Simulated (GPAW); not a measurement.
**Bi: band structure with PBEsol**

Crystal: Bi.

```
Bi
1.0
     4.65841    0.00000    0.00000
     0.00000    4.52639    0.00000
    -0.34597    0.00000    6.51195
Bi
4
Direct
  0.25137 0.25000 0.74873
  0.74863 0.75000 0.25127
  0.24989 0.25000 0.24888
  0.75011 0.75000 0.75112
```

* Program: GPAW 26.7.0
* Task: band structure
* Functional: PBEsol
* Potentials or basis: PAW data sets generated in the run's folder for this functional
* Cutoff: 600 eV
* Basis: pw
* k mesh: 4 × 4 × 3
* Occupations: fermi-dirac, width 0.05 eV
* Spin: no spin polarisation
* Maxiter: 150
* Band path: GYHCEM1AXH1,MDZ,YD
* Band points: 100

| Quantity | Value |
| --- | --- |
| Pressure | -1.6 GPa |
| Largest force | 0.005 eV/Å |
| Band gap along the path | none (metal or under the smearing width) |

Forces in eV/Å, atoms in the order of the input:
```
Bi  -0.005  0.000  0.000
Bi   0.005  0.000  0.000
Bi  -0.002  0.000 -0.001
Bi   0.002  0.000  0.001
```

Stress tensor (GPa, compression positive):
```
-0.34  0.00  0.54
 0.00 -0.01  0.00
 0.54  0.00 -4.42
```

Levels at the corners of the path, in eV from the Fermi level:
| point | band 27 | band 28 | band 29 | band 30 | band 31 | band 32 | band 33 | band 34 |
| --- | --- | --- | --- | --- | --- | --- | --- | --- |
| Γ | -3.02 | -1.79 | -1.29 | -1.18 | 2.62 | 2.97 | 3.07 | 3.23 |
| Y | -2.29 | -2.28 | -1.88 | -1.88 | 1.97 | 1.98 | 3.38 | 3.39 |
| H | -0.43 | -0.37 | -0.34 | -0.30 | -0.29 | -0.19 | -0.19 | 0.14 |
| C | -0.30 | -0.30 | -0.25 | -0.25 | -0.14 | -0.14 | -0.05 | -0.05 |
| E | -4.29 | -4.29 | 0.07 | 0.07 | 0.08 | 0.08 | 5.29 | 5.29 |
| M1 | -4.18 | -4.18 | -0.30 | -0.30 | 0.45 | 0.45 | 4.95 | 4.95 |
| A | -3.37 | -3.37 | -2.97 | -2.97 | 2.62 | 2.62 | 4.83 | 4.83 |
| X | -1.02 | -1.01 | -0.92 | -0.89 | 0.89 | 0.94 | 1.01 | 1.02 |
| H1 | -0.43 | -0.37 | -0.34 | -0.30 | -0.29 | -0.19 | -0.19 | 0.14 |
| M | -4.18 | -4.18 | -0.30 | -0.30 | 0.45 | 0.45 | 4.95 | 4.95 |
| D | -0.59 | -0.59 | -0.28 | -0.28 | -0.27 | -0.27 | -0.20 | -0.20 |
| Z | -1.24 | -1.24 | -1.09 | -1.09 | 0.69 | 0.69 | 0.77 | 0.77 |
| Y | -2.29 | -2.28 | -1.88 | -1.88 | 1.97 | 1.98 | 3.38 | 3.39 |
| D | -0.59 | -0.59 | -0.28 | -0.28 | -0.27 | -0.27 | -0.20 | -0.20 |

Wall time 5.4 min on 1 thread of Arm Neoverse V2, on a shared host, peak memory 0.94 GiB.

Caveat: spin-orbit coupling is left out, which moves the levels of the heavy elements.
